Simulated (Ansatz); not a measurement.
**NiO: frozen-core PAW against all-electron methods**

```
Ni O
1.0
     0.00000    2.09131    2.02857
     2.09131    0.00000    2.02857
     2.09131    2.09131    0.00000
Ni O
1 1
Direct
  0.00000 0.00000 0.00000
  0.50000 0.50000 0.50000
```

Atoms are numbered in the order listed.

The cell is COD entry 4320487, as deposited and not checked against the literature; nothing was relaxed. The listed cell was then made from it by scaling, straining or moving an atom.

Semilocal functionals without U often leave such compounds metallic or with too small a gap, and the real magnetic order may differ.

The magnetic state is the one reached from the start moments; no search over orders was made, so it needn't be the ground state.

Methods: DFT, PBE, PAW with Ansatz's default frozen-core files, scalar-relativistic (Ansatz 0.2.0); DFT, PBE, all-electron PAW with datasets made for the crystal, scalar-relativistic (Ansatz 0.2.0); DFT, PBE, all-electron LAPW, scalar-relativistic (Ansatz 0.2.0).

For PAW: a Γ-centred 17×17×17 k mesh, Fermi–Dirac smearing of 0.03 eV, cutoff 420 eV, spin-polarised from start moments Ni1 1.5 μB. The crystal-made all-electron datasets (AE datasets) take a cutoff of 460 eV at this cell. LAPW targets a basis error of 1 meV/atom. The Ansatz runs share mesh, smearing and spin set-up. Plane-wave (PAW) pressures include the program's estimate of the Pulay term.

Stress and pressure are positive in compression.

In a metal, gradients converge slowly with the k mesh: the values move by tens of per cent from one mesh to another, at times in sign, so only the comparison on one mesh counts.

```json
{"quantity": "pressure (GPa)", "PAW": "10.50", "AE datasets": "10.96", "LAPW": "10.96"}
{"quantity": "stress xx (GPa)", "PAW": "9.11", "AE datasets": "9.54", "LAPW": "9.54"}
{"quantity": "stress zz (GPa)", "PAW": "13.27", "AE datasets": "13.81", "LAPW": "13.81"}
{"quantity": "moment of the cell (μB)", "PAW": "1.666", "AE datasets": "1.706", "LAPW": "1.706"}
{"quantity": "field gradient Vzz at O2 (10²¹ V/m²)", "PAW": "0.62", "AE datasets": "0.63", "LAPW": "–"}
```

PAW's pressure differs from the LAPW value by -0.47 GPa.
